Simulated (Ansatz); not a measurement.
WC: frozen-core PAW against all-electron methods

```xyz
4
Lattice="3.1256 0.0000 0.0000 -1.5628 2.7069 0.0000 0.0000 0.0000 5.9935" Properties=species:S:1:pos:R:3 pbc="T T T"
W     0.0000    1.8046    0.1340
W     1.5628    0.9023    3.1308
C     0.0000    1.8046    2.1195
C     1.5628    0.9023    5.1163
```

Atom numbers follow the list: W1, W2, C3, C4.

The conventional cell has a = 3.126 Å, b = 3.126 Å, c = 5.994 Å, α = 90.00°, β = 90.00°, γ = 120.00°. W (atom 1) has 4 C at 1.99 to 2.07 Å as nearest neighbours. Around C (atom 3) lie 4 W at 1.99 to 2.07 Å.

The cell was built from the wurtzite type and relaxed in the same program, and has space group P6_3mc; it needn't be a known or the stable phase.

No spin–orbit coupling, which matters for the heavy atoms here.

Levels of theory: DFT, PBE, PAW with Ansatz's default frozen-core files, scalar-relativistic (Ansatz 0.2.0); DFT, PBE, all-electron PAW with datasets made for the crystal, scalar-relativistic (Ansatz 0.2.0); DFT, PBE, all-electron LAPW, scalar-relativistic (Ansatz 0.2.0).

For PAW: a Γ-centred 12×12×7 k mesh, Fermi–Dirac smearing of 0.05 eV, cutoff 420 eV, no spin polarisation. The crystal-made all-electron datasets (AE datasets) take a cutoff of 400 eV at this cell. LAPW targets a basis error of 1 meV/atom. The Ansatz runs share mesh, smearing and spin set-up. Plane-wave (PAW) pressures include the program's estimate of the Pulay term.

Stress and pressure are positive in compression.

Spin–orbit coupling is left out, which moves gradients at and beside heavy atoms by some per cent and at worst by a factor of two.

In a metal, gradients converge slowly with the k mesh: the values move by tens of per cent from one mesh to another, at times in sign, so only the comparison on one mesh counts.

Levels count from the Fermi level.

```tsv
quantity	PAW	AE datasets	LAPW
pressure (GPa)	0.00	-0.03	-0.03
highest filled level at M (eV)	-0.148	-0.148	-0.148
lowest empty level at M (eV)	1.623	1.624	1.624
highest filled level at L (eV)	-0.575	-0.575	-0.575
lowest empty level at L (eV)	2.145	2.145	2.145
field gradient Vzz at W1 (10²¹ V/m²)	?	?	–
field gradient Vzz at C3 (10²¹ V/m²)	-1.57	-1.61	–
```

Task: What belongs in the row "field gradient Vzz at W1 (10²¹ V/m²)", column "AE datasets"?

Result: -7.39.

Task: Give the missing entry: row "field gradient Vzz at W1 (10²¹ V/m²)", column "PAW".

Result: -7.53.
